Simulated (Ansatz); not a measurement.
# Does disorder add resistance in series? Ru(0001) layers with 50 % V

Two lengths of the disordered region are known. What area resistance does the third give?

Set-up. Ansatz 0.2.0, plane waves with PAW datasets at their recommended cutoffs (420 eV for most), Fermi-Dirac smearing; ballistic transmission by layer matching. The area resistance is RA = A (h/2e²)(1/T − 1/N), with T the zone-mean transmission per spin and N the lead's channels, both averaged over a few energies near the Fermi level; for magnets each spin is taken apart, with h/e², and the two conduct in parallel. Lateral cell 2x2, PBE, a fresh random draw for each length.

The runs, with one result withheld:

```
length (Å)  channels N  RA (fΩ m²)
      4.28       5.453       0.532
      12.8       5.457        1.04
      21.4       5.487           ?
```

Worked fit:

Ohm's law makes RA linear in the length: the slope is (1.04 − 0.532)/(12.8 − 4.28) = 0.0589 fΩ m² per Å, or 59 µΩ cm. Then 1.04 + 0.0589 × 8.56. Predicted: 1.54 fΩ m².

**The withheld run.**

1.70 fΩ m², so the prediction is 9.4 % too low. The three lengths together give 68 µΩ cm. The two increments are 0.50 and 0.66 fΩ m², roughly as Ohm's law has it, though with one draw for each length that is a weak test.

Caveats: The scatterers repeat sideways with the small cell. The slope is a raw one; a model of isotropic scattering puts it 1.01 times the bulk value over these lengths. Atoms sit unrelaxed on the host's lattice, and the pair may not mix at random in practice.

[Logs are printed without paths, hosts, clocks, repeated set-up lines and the standing remarks that a program may print on its own settings, such as how far it seeks lower states.]
